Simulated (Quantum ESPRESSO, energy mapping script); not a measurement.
# MnS (Browneite): exchange couplings from total energies, part 2 of 3

How strongly do the moments of MnS (Browneite) couple under PBE+U (4 eV), QE, GBRV? The plan is to run several orders and fit a Heisenberg model.

PBE with U = 4 eV on Mn d, ortho-atomic projectors; plane waves, U on orthogonalised atomic orbitals unless named otherwise, collinear spin, no spin–orbit coupling.

So far. Step 3 (Compensated +− start in cell A (4 atoms)): The run ends antiferromagnetic, 104.08 meV a magnetic atom below the parallel order of its cell. Step 4 (Run 3 (parallel; cell B, 4 atoms)): The run ends ferromagnetic. For each magnetic atom its energy differs from the parallel run of the first cell by -0.99 meV, an error that one common reference would have brought in.

**5. Compensated +− start in cell B (4 atoms)**

Level of this step: PBE with U = 4 eV on Mn d, ortho-atomic projectors, GBRV potentials (Quantum ESPRESSO).

This order reverses 6 of the 12 neighbours at 3.96 Å, 6 of the 6 neighbours at 5.60 Å and 12 of the 24 neighbours at 6.86 Å, counted for an average magnetic atom.

pw.in

```
&control
  calculation = 'scf'
  prefix = 'pw'
  outdir = './tmp/'
  pseudo_dir = './pseudo/'
  verbosity = 'low'
/
&system
  ibrav = 0
  nat = 4
  ntyp = 3
  ecutwfc = 45
  ecutrho = 360
  nbnd = 33
  occupations = 'smearing'
  smearing = 'fd'
  degauss = 0.00367493
  nspin = 2
  starting_magnetization(1) = 0.3000
  starting_magnetization(2) = -0.3000
/
&electrons
  conv_thr = 1.0e-08
  electron_maxstep = 120
  mixing_beta = 0.3
  mixing_mode = 'plain'
/
ATOMIC_SPECIES
  Mn1 54.9380 Mn.upf
  Mn2 54.9380 Mn.upf
  S 32.0600 S.upf
CELL_PARAMETERS angstrom
  0.00000000 -2.80000000 -2.80000000
  -2.80000000 0.00000000 -2.80000000
  2.80000000 2.80000000 -5.60000000
ATOMIC_POSITIONS crystal
  Mn1 0.50000000 0.50000000 0.50000000
  Mn2 0.00000000 0.00000000 0.00000000
  S 0.12500000 0.12500000 0.62500000
  S 0.62500000 0.62500000 0.12500000
K_POINTS automatic
  6 6 6 0 0 0
HUBBARD {ortho-atomic}
U Mn1-3d 4
U Mn2-3d 4
```

The run is started by

```sh
> OMP_NUM_THREADS=1 mpirun -n 4 pw.x -nk 4 -in pw.in > pw.out
```

The log of the run:

```text
[banner, memory and clock lines left out]
Program PWSCF v.7.5 starts
[...]
unit-cell volume          =     592.5578 (a.u.)^3
     number of atoms/cell      =            4
[...]
number of electrons       =        42.00
     number of Kohn-Sham states=           33
     kinetic-energy cutoff     =      45.0000  Ry
     charge density cutoff     =     360.0000  Ry
[...]
The total energy is F=E-TS. E is the sum of the following terms:
     one-electron contribution =    -315.56572863 Ry
     hartree contribution      =     168.66530848 Ry
     xc contribution           =     -70.42469086 Ry
     ewald contribution        =    -253.43760863 Ry
     Hubbard energy            =       0.09566040 Ry
     total magnetization       =    -0.00 Bohr mag/cell
     absolute magnetization    =     9.72 Bohr mag/cell
     convergence has been achieved in  12 iterations
[key lines of the parts left out:]
!    total energy              =    -470.66705924 Ry
the Fermi energy is     7.6586 ev
```

Wall time 32 s (4 MPI ranks of Arm Neoverse V2, shared host); peak memory 0.7 GiB; 2.2 min of CPU time.

The run ends antiferromagnetic, 80.04 meV a magnetic atom below the parallel order of its cell.

**6. Parallel start in cell C (6 atoms)**

The parallel order again, as the reference for this cell.

pw.in

```
&control
  calculation = 'scf'
  prefix = 'pw'
  outdir = './tmp/'
  pseudo_dir = './pseudo/'
  verbosity = 'low'
/
&system
  ibrav = 0
  nat = 6
  ntyp = 2
  ecutwfc = 45
  ecutrho = 360
  nbnd = 54
  occupations = 'smearing'
  smearing = 'fd'
  degauss = 0.00367493
  nspin = 2
  starting_magnetization(1) = 0.3000
/
&electrons
  conv_thr = 1.5e-08
  electron_maxstep = 120
  mixing_beta = 0.3
  mixing_mode = 'plain'
/
ATOMIC_SPECIES
  Mn 54.9380 Mn.upf
  S 32.0600 S.upf
CELL_PARAMETERS angstrom
  0.00000000 -2.80000000 -2.80000000
  -5.60000000 0.00000000 0.00000000
  2.80000000 5.60000000 -2.80000000
ATOMIC_POSITIONS crystal
  Mn 0.66666667 0.66666667 0.33333333
  Mn 0.33333333 0.33333333 0.66666667
  Mn 0.00000000 0.00000000 0.00000000
  S 0.16666667 0.41666667 0.33333333
  S 0.83333333 0.08333333 0.66666667
  S 0.50000000 0.75000000 0.00000000
K_POINTS automatic
  6 6 6 0 0 0
HUBBARD {ortho-atomic}
U Mn-3d 4
```

The log of the run:

```text
[banner, memory and clock lines left out]
Program PWSCF v.7.5 starts
[...]
unit-cell volume          =     888.8366 (a.u.)^3
     number of atoms/cell      =            6
[...]
number of electrons       =        63.00
     number of Kohn-Sham states=           54
     kinetic-energy cutoff     =      45.0000  Ry
     charge density cutoff     =     360.0000  Ry
[...]
The total energy is F=E-TS. E is the sum of the following terms:
     one-electron contribution =    -473.24369965 Ry
     hartree contribution      =     252.96778126 Ry
     xc contribution           =    -105.67696129 Ry
     ewald contribution        =    -380.15641294 Ry
     Hubbard energy            =       0.12626070 Ry
     total magnetization       =    15.00 Bohr mag/cell
     absolute magnetization    =    15.00 Bohr mag/cell
     convergence has been achieved in  11 iterations
[key lines of the parts left out:]
!    total energy              =    -705.98303192 Ry
the Fermi energy is     7.7956 ev
```

It took 1.8 min on 4 MPI ranks; peak memory 1.2 GiB.

The run ends ferromagnetic. For each magnetic atom its energy differs from the parallel run of the first cell by -1.40 meV, an error that one common reference would have brought in.

**7. Uncompensated ++− start in cell C (6 atoms)**

This order reverses 6.67 of the 12 neighbours at 3.96 Å, 2.67 of the 6 neighbours at 5.60 Å and 8 of the 24 neighbours at 6.86 Å, counted for an average magnetic atom.

Changes to pw.in since step 6:

```diff
@@ -10,6 +10,6 @@
   nat = 6
-  ntyp = 2
+  ntyp = 3
   ecutwfc = 45
   ecutrho = 360
-  nbnd = 54
+  nbnd = 49
   occupations = 'smearing'
@@ -19,2 +19,3 @@
   starting_magnetization(1) = 0.3000
+  starting_magnetization(2) = -0.3000
 /
@@ -27,3 +28,4 @@
 ATOMIC_SPECIES
-  Mn 54.9380 Mn.upf
+  Mn1 54.9380 Mn.upf
+  Mn2 54.9380 Mn.upf
   S 32.0600 S.upf
@@ -34,5 +36,5 @@
 ATOMIC_POSITIONS crystal
-  Mn 0.66666667 0.66666667 0.33333333
-  Mn 0.33333333 0.33333333 0.66666667
-  Mn 0.00000000 0.00000000 0.00000000
+  Mn1 0.66666667 0.66666667 0.33333333
+  Mn1 0.33333333 0.33333333 0.66666667
+  Mn2 0.00000000 0.00000000 0.00000000
   S 0.16666667 0.41666667 0.33333333
@@ -43,2 +45,3 @@
 HUBBARD {ortho-atomic}
-U Mn-3d 4
+U Mn1-3d 4
+U Mn2-3d 4
```

The log of the run:

```text
[banner, memory and clock lines left out]
Program PWSCF v.7.5 starts
[...]
unit-cell volume          =     888.8366 (a.u.)^3
     number of atoms/cell      =            6
[...]
number of electrons       =        63.00
     number of Kohn-Sham states=           49
     kinetic-energy cutoff     =      45.0000  Ry
     charge density cutoff     =     360.0000  Ry
[...]
The total energy is F=E-TS. E is the sum of the following terms:
     one-electron contribution =    -473.36624638 Ry
     hartree contribution      =     253.00706512 Ry
     xc contribution           =    -105.63249886 Ry
     ewald contribution        =    -380.15641294 Ry
     Hubbard energy            =       0.14551952 Ry
     total magnetization       =     5.00 Bohr mag/cell
     absolute magnetization    =    14.54 Bohr mag/cell
     convergence has been achieved in  12 iterations
[key lines of the parts left out:]
!    total energy              =    -706.00257354 Ry
the Fermi energy is     7.7680 ev
```

Run time: 1.8 min. Hardware: 4 MPI ranks; peak memory 1.2 GiB.

The run ends ferrimagnetic, 88.63 meV a magnetic atom below the parallel order of its cell.

**8. Parallel start in cell D (6 atoms)**

The parallel order again, as the reference for this cell.

This run holds the same structure in another cell (b 5.600 → 3.960 Å, c 6.859 → 9.699 Å, α 114.1 → 90.0°, β 106.8 → 90.0°, γ 90.0 → 120.0°).

pw.in

```
&control
  calculation = 'scf'
  prefix = 'pw'
  outdir = './tmp/'
  pseudo_dir = './pseudo/'
  verbosity = 'low'
/
&system
  ibrav = 0
  nat = 6
  ntyp = 2
  ecutwfc = 45
  ecutrho = 360
  nbnd = 54
  occupations = 'smearing'
  smearing = 'fd'
  degauss = 0.00367493
  nspin = 2
  starting_magnetization(1) = 0.3000
/
&electrons
  conv_thr = 1.5e-08
  electron_maxstep = 120
  mixing_beta = 0.3
  mixing_mode = 'plain'
/
ATOMIC_SPECIES
  Mn 54.9380 Mn.upf
  S 32.0600 S.upf
CELL_PARAMETERS angstrom
  0.00000000 2.80000000 2.80000000
  -2.80000000 0.00000000 -2.80000000
  -5.60000000 -5.60000000 5.60000000
ATOMIC_POSITIONS crystal
  Mn 0.00000000 0.00000000 0.00000000
  Mn 0.33333333 0.66666667 0.66666667
  Mn 0.66666667 0.33333333 0.33333333
  S 0.33333333 0.66666667 0.91666667
  S 0.66666667 0.33333333 0.58333333
  S 0.00000000 0.00000000 0.25000000
K_POINTS automatic
  6 6 3 0 0 0
HUBBARD {ortho-atomic}
U Mn-3d 4
```

The log of the run:

```text
[banner, memory and clock lines left out]
Program PWSCF v.7.5 starts
[...]
unit-cell volume          =     888.8366 (a.u.)^3
     number of atoms/cell      =            6
[...]
number of electrons       =        63.00
     number of Kohn-Sham states=           54
     kinetic-energy cutoff     =      45.0000  Ry
     charge density cutoff     =     360.0000  Ry
[...]
The total energy is F=E-TS. E is the sum of the following terms:
     one-electron contribution =    -473.24467856 Ry
     hartree contribution      =     252.96921806 Ry
     xc contribution           =    -105.67731222 Ry
     ewald contribution        =    -380.15641294 Ry
     Hubbard energy            =       0.12625125 Ry
     total magnetization       =    15.00 Bohr mag/cell
     absolute magnetization    =    15.00 Bohr mag/cell
     convergence has been achieved in  11 iterations
[key lines of the parts left out:]
!    total energy              =    -705.98293442 Ry
the Fermi energy is     7.7989 ev
```

Run time: 45 s. Hardware: 4 MPI ranks; peak memory 0.89 GiB; 3 min of CPU time.

The run ends ferromagnetic. For each magnetic atom its energy differs from the parallel run of the first cell by -0.96 meV, an error that one common reference would have brought in.

**9. Order 8: uncompensated ++−, cell D of 6 atoms**

This order reverses 4 of the 12 neighbours at 3.96 Å, 4 of the 6 neighbours at 5.60 Å and 12 of the 24 neighbours at 6.86 Å, counted for an average magnetic atom.

Changes to pw.in since step 8:

```diff
@@ -10,6 +10,6 @@
   nat = 6
-  ntyp = 2
+  ntyp = 3
   ecutwfc = 45
   ecutrho = 360
-  nbnd = 54
+  nbnd = 49
   occupations = 'smearing'
@@ -19,2 +19,3 @@
   starting_magnetization(1) = 0.3000
+  starting_magnetization(2) = -0.3000
 /
@@ -27,3 +28,4 @@
 ATOMIC_SPECIES
-  Mn 54.9380 Mn.upf
+  Mn1 54.9380 Mn.upf
+  Mn2 54.9380 Mn.upf
   S 32.0600 S.upf
@@ -34,5 +36,5 @@
 ATOMIC_POSITIONS crystal
-  Mn 0.00000000 0.00000000 0.00000000
-  Mn 0.33333333 0.66666667 0.66666667
-  Mn 0.66666667 0.33333333 0.33333333
+  Mn1 0.00000000 0.00000000 0.00000000
+  Mn1 0.33333333 0.66666667 0.66666667
+  Mn2 0.66666667 0.33333333 0.33333333
   S 0.33333333 0.66666667 0.91666667
@@ -43,2 +45,3 @@
 HUBBARD {ortho-atomic}
-U Mn-3d 4
+U Mn1-3d 4
+U Mn2-3d 4
```

The log of the run:

```text
[banner, memory and clock lines left out]
Program PWSCF v.7.5 starts
[...]
unit-cell volume          =     888.8366 (a.u.)^3
     number of atoms/cell      =            6
[...]
number of electrons       =        63.00
     number of Kohn-Sham states=           49
     kinetic-energy cutoff     =      45.0000  Ry
     charge density cutoff     =     360.0000  Ry
[...]
The total energy is F=E-TS. E is the sum of the following terms:
     one-electron contribution =    -473.31708875 Ry
     hartree contribution      =     252.98986307 Ry
     xc contribution           =    -105.64946783 Ry
     ewald contribution        =    -380.15641294 Ry
     Hubbard energy            =       0.13815657 Ry
     total magnetization       =     5.00 Bohr mag/cell
     absolute magnetization    =    14.70 Bohr mag/cell
     convergence has been achieved in  11 iterations
[key lines of the parts left out:]
!    total energy              =    -705.99494987 Ry
the Fermi energy is     7.7770 ev
```

The job ended after 42 s (4 MPI ranks; peak memory 0.94 GiB; 2.8 min of CPU time).

The run ends ferrimagnetic, 54.49 meV a magnetic atom below the parallel order of its cell.

**10. Order 9: parallel, cell E of 6 atoms**

The parallel order again, as the reference for this cell.

This run holds the same structure in another cell (c 9.699 → 8.854 Å, α 90.0 → 102.9°, β 90.0 → 102.9°, γ 120.0 → 90.0°).

pw.in

```
&control
  calculation = 'scf'
  prefix = 'pw'
  outdir = './tmp/'
  pseudo_dir = './pseudo/'
  verbosity = 'low'
/
&system
  ibrav = 0
  nat = 6
  ntyp = 2
  ecutwfc = 45
  ecutrho = 360
  nbnd = 54
  occupations = 'smearing'
  smearing = 'fd'
  degauss = 0.00367493
  nspin = 2
  starting_magnetization(1) = 0.3000
/
&electrons
  conv_thr = 1.5e-08
  electron_maxstep = 120
  mixing_beta = 0.3
  mixing_mode = 'plain'
/
ATOMIC_SPECIES
  Mn 54.9380 Mn.upf
  S 32.0600 S.upf
CELL_PARAMETERS angstrom
  0.00000000 2.80000000 2.80000000
  0.00000000 2.80000000 -2.80000000
  -8.40000000 -2.80000000 0.00000000
ATOMIC_POSITIONS crystal
  Mn 0.00000000 0.00000000 0.00000000
  Mn 0.33333333 0.33333333 0.66666667
  Mn 0.66666667 0.66666667 0.33333333
  S 0.41666667 0.91666667 0.83333333
  S 0.75000000 0.25000000 0.50000000
  S 0.08333333 0.58333333 0.16666667
K_POINTS automatic
  6 6 6 0 0 0
HUBBARD {ortho-atomic}
U Mn-3d 4
```

The log of the run:

```text
[banner, memory and clock lines left out]
Program PWSCF v.7.5 starts
[...]
unit-cell volume          =     888.8366 (a.u.)^3
     number of atoms/cell      =            6
[...]
number of electrons       =        63.00
     number of Kohn-Sham states=           54
     kinetic-energy cutoff     =      45.0000  Ry
     charge density cutoff     =     360.0000  Ry
[...]
The total energy is F=E-TS. E is the sum of the following terms:
     one-electron contribution =    -473.24393114 Ry
     hartree contribution      =     252.96819293 Ry
     xc contribution           =    -105.67709588 Ry
     ewald contribution        =    -380.15641294 Ry
     Hubbard energy            =       0.12625693 Ry
     total magnetization       =    15.00 Bohr mag/cell
     absolute magnetization    =    15.00 Bohr mag/cell
     convergence has been achieved in  11 iterations
[key lines of the parts left out:]
!    total energy              =    -705.98299012 Ry
the Fermi energy is     7.7936 ev
```

Wall time 66 s (4 MPI ranks); peak memory 1 GiB.

The run ends ferromagnetic. For each magnetic atom its energy differs from the parallel run of the first cell by -1.21 meV, an error that one common reference would have brought in.

[end of part 2 of 3]

[Logs and program files are shortened in this print: banners, set-up blocks, solver, clock and traceback lines can be left out without a mark of their own.]

[Logs are printed without paths, hosts, clocks, repeated set-up lines and the standing remarks that a program may print on its own settings, such as how far it seeks lower states.]

[Hosts, paths, dates, database ids (printed as entryN), source tags and the programs' standing remarks are cut or masked in the printed files.]

[Where a cell is said to come from a database of computed structures, the database is the Materials Project.]
